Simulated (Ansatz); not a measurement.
Crystal: TiAl3.

```
CELL_PARAMETERS angstrom
3.95567 0.00000 0.00000
0.00000 3.95567 0.00000
0.00000 0.00000 3.95567
ATOMIC_POSITIONS crystal
Ti 0.00000 0.00000 0.00000
Al 0.00000 0.50000 0.50000
Al 0.50000 0.00000 0.50000
Al 0.50000 0.50000 0.00000
```

The cell comes from a database or a generator and needn't be the stable form of this composition.

```yaml
Program: Ansatz 0.2.0
Task: single point
Functional: PBE
Potentials_or_basis: Ansatz PAW
Cutoff: "420 eV (not typed: the program's choice for these potentials)"
k_mesh: 7 × 7 × 7
Occupations: fermi-dirac, width 0.05 eV
Spin: no spin polarisation
```

On this cell: pressure 2.0 GPa; largest force zero by symmetry; band gap on the k mesh none (metal or under the smearing width).

The same run follows on a disturbed copy (atoms moved at random, drawn with an rms of 0.05 Å):

```
Ti Al
1.0
     3.95567    0.00000    0.00000
     0.00000    3.95567    0.00000
     0.00000    0.00000    3.95567
Ti Al
1 3
Cartesian
  -0.0010 -0.0513 0.0186
  0.0044 2.0074 2.0149
  2.0141 -0.0415 2.0008
  1.9991 2.0013 -0.0044
```

What changes?

The energy (extrapolated to zero smearing) moves by +12.7 meV/atom; pressure 2.4 GPa; largest force 0.723 eV/Å; band gap on the k mesh none (metal or under the smearing width).

Forces in eV/Å, atoms in the order of the input:
```
Ti   0.260  0.670  0.080
Al   0.143 -0.557 -0.208
Al  -0.259  0.398 -0.099
Al  -0.144 -0.510  0.227
```
